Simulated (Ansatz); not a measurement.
# Hf6Si6O25: the cost of one run

All numbers below are computed with Ansatz 0.2.0 (DFT PBE, scalar-relativistic, plane waves, PAW).

3 further runs of the same task are left out: 3 set aside as unsound or not needed.

**1. The starting structure**

The cell holds 37 atoms (Hf6O25Si6): a = 6.645 Å, b = 6.645 Å, c = 10.173 Å, α = 109.06°, β = 109.06°, γ = 90.00°.

The coordinates of this cell stand in the input of its own run.

The host was relaxed before at PBE: a = 6.645 Å, b = 6.645 Å, c = 6.015 Å, α = 90.00°, β = 90.00°, γ = 90.00° (conventional cell), 11.066 Å³/atom.

Places, in fractions of the supercell: O as an interstitial at (0.708, 0.500, 0.917). Its neighbours start displaced at random by about 0.05 Å.

Earlier runs gave the host's free energy in this supercell, -111815.190 eV, its gap, 5.31 eV, and ε0 = 12.62.

**2. Charge 0, atoms relaxed**

File input.yaml:

```yaml
crystal:
  lattice:
    - [-6.6449050321, 0.0, 0.0]
    - [0.0, -6.6449050321, 0.0]
    - [3.3224525161, 3.3224525161, 9.0224221621]
  atoms:
    - { symbol: Hf, position: [0.6666666667, 0.6666666667, 0.3333333333] }
    - { symbol: Hf, position: [1.0, 0.0, 0.0] }
    - { symbol: Hf, position: [0.3333333333, 0.3333333333, 0.6666666667] }
    - { symbol: Hf, position: [0.75, 0.25, 0.5] }
    - { symbol: Hf, position: [0.0833333333, 0.5833333333, 0.1666666667] }
    - { symbol: Hf, position: [0.4166666667, 0.9166666667, 0.8333333333] }
    - { symbol: Si, position: [0.25, 0.75, 0.5] }
    - { symbol: Si, position: [0.5833333333, 0.0833333333, 0.1666666667] }
    - { symbol: Si, position: [0.9223179022, 0.4364703427, 0.8417857741] }
    - { symbol: Si, position: [0.8333333333, 0.8333333333, 0.6666666667] }
    - { symbol: Si, position: [0.1666666667, 0.1666666667, 0.3333333333] }
    - { symbol: Si, position: [0.4991894028, 0.5062418694, 0.0008030015] }
    - { symbol: O, position: [0.1063129741, 0.2905220522, 0.2126259483] }
    - { symbol: O, position: [0.4360822218, 0.6275032751, 0.8800909967] }
    - { symbol: O, position: [0.7729796408, 0.9571887188, 0.5459592816] }
    - { symbol: O, position: [0.0054372294, 0.6896463075, 0.3792926149] }
    - { symbol: O, position: [0.3387705628, 0.0229796408, 0.0459592816] }
    - { symbol: O, position: [0.6799500626, 0.3470712676, 0.7066376309] }
    - { symbol: O, position: [0.3738553855, 0.6896463075, 0.3792926149] }
    - { symbol: O, position: [0.7071887188, 0.0229796408, 0.0459592816] }
    - { symbol: O, position: [0.0405220522, 0.3563129741, 0.7126259483] }
    - { symbol: O, position: [0.7729796408, 0.5887705628, 0.5459592816] }
    - { symbol: O, position: [0.1063129741, 0.9221038961, 0.2126259483] }
    - { symbol: O, position: [0.4396463075, 0.2554372294, 0.8792926149] }
    - { symbol: O, position: [0.4112294372, 0.2270203592, 0.4540407184] }
    - { symbol: O, position: [0.7434342425, 0.5557084505, 0.118373833] }
    - { symbol: O, position: [0.0778961039, 0.8936870259, 0.7873740517] }
    - { symbol: O, position: [0.3103536925, 0.6261446145, 0.6207073851] }
    - { symbol: O, position: [0.6436870259, 0.9594779478, 0.2873740517] }
    - { symbol: O, position: [0.9770203592, 0.2928112812, 0.9540407184] }
    - { symbol: O, position: [0.3103536925, 0.9945627706, 0.6207073851] }
    - { symbol: O, position: [0.6436870259, 0.3278961039, 0.2873740517] }
    - { symbol: O, position: [0.9762383571, 0.6581003864, 0.9540026674] }
    - { symbol: O, position: [0.7094779478, 0.8936870259, 0.7873740517] }
    - { symbol: O, position: [0.0428112812, 0.2270203592, 0.4540407184] }
    - { symbol: O, position: [0.3761446145, 0.5603536925, 0.1207073851] }
    - { symbol: O, position: [0.7020639842, 0.488701244, 0.9199020494] }
  host:
    lattice:
      - [-3.3224525161, 3.3224525161, 3.007474054]
      - [3.3224525161, -3.3224525161, 3.007474054]
      - [3.3224525161, 3.3224525161, -3.007474054]
    atoms:
      - { symbol: Hf, position: [0.0, 0.0, 0.0] }
      - { symbol: Hf, position: [0.75, 0.25, 0.5] }
      - { symbol: Si, position: [0.25, 0.75, 0.5] }
      - { symbol: Si, position: [0.5, 0.5, 0.0] }
      - { symbol: O, position: [0.1347298444, 0.3189389224, 0.815790922] }
      - { symbol: O, position: [0.0689389224, 0.7531480004, 0.684209078] }
      - { symbol: O, position: [0.0689389224, 0.3847298444, 0.315790922] }
      - { symbol: O, position: [0.5031480004, 0.3189389224, 0.184209078] }
      - { symbol: O, position: [0.6810610776, 0.4968519996, 0.815790922] }
      - { symbol: O, position: [0.6152701556, 0.9310610776, 0.684209078] }
      - { symbol: O, position: [0.2468519996, 0.9310610776, 0.315790922] }
      - { symbol: O, position: [0.6810610776, 0.8652701556, 0.184209078] }
basis:
  ecutwfc: 420
  xc_grid: 2
kpoints:
  mp_grid: { grid: [2, 2, 2], shift: [0.0, 0.0, 0.0] }
hamiltonian:
  xc: pbe
scf:
  occupations: { method: gaussian, width: 0.02 }
output:
  forces: true
  stress: false
  eigenvalues: true
  charged_corrections:
    defect_position: [0.70833333, 0.5, 0.91666667]
    epsilon: [[12.6894, 0.0, 0.0], [0.0, 12.6894, 0.0], [0.0, 0.0, 12.4844]]
  write_density: true
  write_potential: true
  elf: true
  volumetric_format: npy
relax:
  adjacent_minimum: "off"
  f_tol: 0.03
  max_steps: 40
```

Run with:

```console
> ansatz run input.yaml --threads 8 --pin off --max-ram 16384MiB --backend cpu --events-out ev --progress --plain --runs-dir out
```

**Question.** How long does this run take on 8 threads of Arm Neoverse V1, shared host, and how much memory does it need?

About 4.7 min, with a peak of 2.9 GiB.
